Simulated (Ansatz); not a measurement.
# Ru (Ruthenium): the cost of one run

Computed with Ansatz 0.2.0 (DFT r2SCAN, scalar-relativistic, plane waves, PAW, unless a step's input says otherwise).

1 further run of the same task is left out (set aside as unsound or not needed).

### 1 The starting structure

Symmetry: P6_3/mmc, No. 194, hexagonal system. The conventional cell has a = 2.702 Å, b = 2.702 Å, c = 4.266 Å, α = 90.00°, β = 90.00°, γ = 120.00°. Around Ru (site symmetry -6m2) lie 12 Ru at 2.64 to 2.70 Å.

Coordinates:

```cif
data_structure
_symmetry_space_group_name_H-M 'P 1'
_symmetry_Int_Tables_number 1
_cell_length_a 2.7023
_cell_length_b 2.7023
_cell_length_c 4.2660
_cell_angle_alpha 90.000
_cell_angle_beta 90.000
_cell_angle_gamma 120.000
_cell_volume 26.98
loop_
_atom_site_label
_atom_site_type_symbol
_atom_site_fract_x
_atom_site_fract_y
_atom_site_fract_z
_atom_site_occupancy
Ru1 Ru 0.33333 0.66667 0.25000 1
Ru2 Ru 0.66667 0.33333 0.75000 1
```

This cell was relaxed beforehand with the same method: volume 13.49 Å³/atom, gap on the mesh none (metal).

Bulk energy on matching settings, from an earlier run: -5890.7080 eV/atom.

### 2 Cutting the (001) slab

Planes are indexed in the bulk's conventional cell (P6_3/mmc (No. 194)), a = 2.702 Å, b = 2.702 Å, c = 4.266 Å, α = 90.00°, β = 90.00°, γ = 120.00°.

Cut from the relaxed bulk: a (001) slab, 12.8 Å thick as cut, with 15 Å of vacuum; its outer planes are Ru (top) and Ru (bottom).

The slab as cut. Layers, bottom to top:

| plane | atoms per cell | height over the lowest (Å) |
| --- | --- | --- |
| 1 | Ru | 0.00 |
| 2 | Ru | 2.13 |
| 3 | Ru | 4.27 |
| 4 | Ru | 6.40 |
| 5 | Ru | 8.53 |
| 6 | Ru | 10.66 |
| 7 | Ru | 12.80 |

### 3 Single point on the unrelaxed (001) slab

The cell repeats along c, and a dipole correction in the vacuum removes the field between the copies.

Input file input.yaml:

```yaml
crystal:
  lattice:
    - [2.7023482466, 0.0, 0.0]
    - [-1.3511741233, 2.3403022314, 0.0]
    - [0.0, 0.0, 27.7978966044]
  atoms:
    - { symbol: Ru, position: [0.3333333333, 0.6666666667, 0.2698045865] }
    - { symbol: Ru, position: [0.6666666667, 0.3333333333, 0.346536391] }
    - { symbol: Ru, position: [0.3333333333, 0.6666666667, 0.4232681955] }
    - { symbol: Ru, position: [0.6666666667, 0.3333333333, 0.5] }
    - { symbol: Ru, position: [0.3333333333, 0.6666666667, 0.5767318045] }
    - { symbol: Ru, position: [0.6666666667, 0.3333333333, 0.653463609] }
    - { symbol: Ru, position: [0.3333333333, 0.6666666667, 0.7301954135] }
basis:
  ecutwfc: 500
kpoints:
  mp_grid: { grid: [15, 15, 1] }
hamiltonian:
  xc: r2scan
scf:
  occupations: { method: gaussian, width: 0.1 }
output:
  forces: true
  stress: true
  eigenvalues: true
efield:
  axis: 3
  dipole_correction: true
```

Run with:

```
$ ansatz run input.yaml --threads 2 --pin off --max-ram 5120MiB --backend cpu --events-out ev --progress --plain --runs-dir out
```

What time and memory should one allow on 2 threads of Intel Xeon Platinum 8488C (Sapphire Rapids), shared host?

About 26 s, with a peak of 0.9 GiB.
